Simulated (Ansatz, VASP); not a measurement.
# Sb: VASP beside Ansatz

INCAR

```
SYSTEM = Sb
ALGO = Normal ; EDIFF = 1E-8
ENCUT = 520 ; GGA = PS
ISIF = 2 ; ISMEAR = -1
LASPH = .TRUE. ; LCHARG = .FALSE.
LEFG = .TRUE. ; LREAL = .FALSE.
LWAVE = .FALSE. ; NBANDS = 8
NELM = 100 ; PREC = Accurate
SIGMA = 0.05
```

KPOINTS

```
k-points
0
G
  13 13 13
  0 0 0
```

POSCAR

```
Sb
1.0
    3.1704984160      0.0000000000      0.0000000000
    0.0000000000      3.1704984160      0.0000000000
    0.0000000000      0.0000000000      3.1704984160
Sb
1
Direct
    0.0000000000      0.0000000000      0.0000000000
```

Input for Ansatz:

```yaml
crystal:
  lattice:
    - [3.170498416, 0.0, 0.0]
    - [0.0, 3.170498416, 0.0]
    - [0.0, 0.0, 3.170498416]
  atoms:
    - { symbol: Sb, position: [0.0, 0.0, 0.0] }
kpoints:
  mp_grid: { grid: [13, 13, 13] }
scf:
  occupations: { method: fermi_dirac, width: 0.05 }
hamiltonian:
  xc: pbesol
  pseudopotentials: { kind: all_electron, datasets: crystal }
output:
  forces: true
  stress: true
  eigenvalues: true
  efg: { contact_densities: true }
```

Change from the starting cell: volume scaled by 1.01, crystal datasets.

Alike in both runs: task electric field gradients; functional PBEsol; k mesh 13 × 13 × 13; occupations fermi-dirac, width 0.05 eV; no spin polarisation.

|  | VASP | Ansatz |
| --- | --- | --- |
| version | VASP 6.6.1 | Ansatz 0.2.0 |
| potentials or method | VASP PAW PBE potentials, release 64 (Sb) | all-electron PAW with datasets made for the crystal, scalar-relativistic |
| plane-wave cutoff (eV) | 520 | see its input |

|  | VASP | Ansatz | Ansatz less VASP |
| --- | --- | --- | --- |
| pressure (GPa) | -5.3 | -5.3 | -0.02 |
| Vzz of the field gradient on the site that differs most (V/Å²) | 0.0 | 0.0 | 0.00 |

Ansatz ran all-electron here, so the differences hold the error of VASP's frozen core and of both bases. Ansatz warned: «gradients_without_spin_orbit».

Caveats: the PAW data sets were made with another functional, which shifts forces and pressure a little (VASP). Spin-orbit coupling is left out, which matters for the levels of Sb.
